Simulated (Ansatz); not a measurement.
# CoPtO2: do energies and stresses tell the same story?

Computed with Ansatz, DFT PBEsol, scalar-relativistic, plane waves, PAW.

Plane waves to 420 eV, a k mesh through Γ of 18×18×18 on the computed 4-atom cell and Gaussian smearing (0.10 eV); no spin polarisation.

Relaxed cell: R-3m, a = 2.810 Å, b = 2.810 Å, c = 17.697 Å, α = 90.00°, β = 90.00°, γ = 120.00°, 4 atoms in the primitive cell. Whether it is the stable form of this composition wasn't checked.

Energies at zero smearing and pressures from the stress tensor, at volumes with shape and atoms relaxed:
| V (Å³/atom) | E − E(first) (meV/atom) | P (GPa) |
| --- | --- | --- |
| 8.875 | 0.00 | 45.20 |
| 9.178 | -71.29 | 30.76 |
| 9.481 | -117.59 | 18.66 |
| 9.783 | -142.93 | 8.51 |
| 10.086 | -150.69 | -0.01 |
| 10.388 | -143.70 | -7.17 |
| 10.691 | -124.34 | -13.15 |
| 11.094 | -82.74 | -19.62 |

Task: Check P = −dE/dV between neighbouring volumes, and get the bulk modulus from the pressures alone.

Result: With 1 eV/Å³ = 160.2 GPa:
```
middle V (Å³/atom)  −ΔE/ΔV (GPa) mean P (GPa)
             9.027        37.751        37.977
             9.329        24.513        24.708
             9.632        13.419        13.584
             9.934         4.110         4.253
            10.237        -3.703        -3.587
            10.540       -10.250       -10.158
            10.893       -16.521       -16.386
```

The two differ by 0.23 GPa at most. The mean of two end pressures misses the average over a step by about ΔV² P″/12, up to 0.21 GPa here; with that taken off 0.02 GPa remains. Around V = 10.086 Å³/atom, the two neighbours give B = −V ΔP/ΔV = 10.086 × 15.68 / 0.605 = 261.3 GPa, against B0 = 259.5 GPa from the Birch–Murnaghan fit of the energies.

Spin-orbit coupling is left out, which matters for the bands of heavy elements.

A ferromagnetic start lost its moments in a first run, so spin was left out; other magnetic orders weren't tried.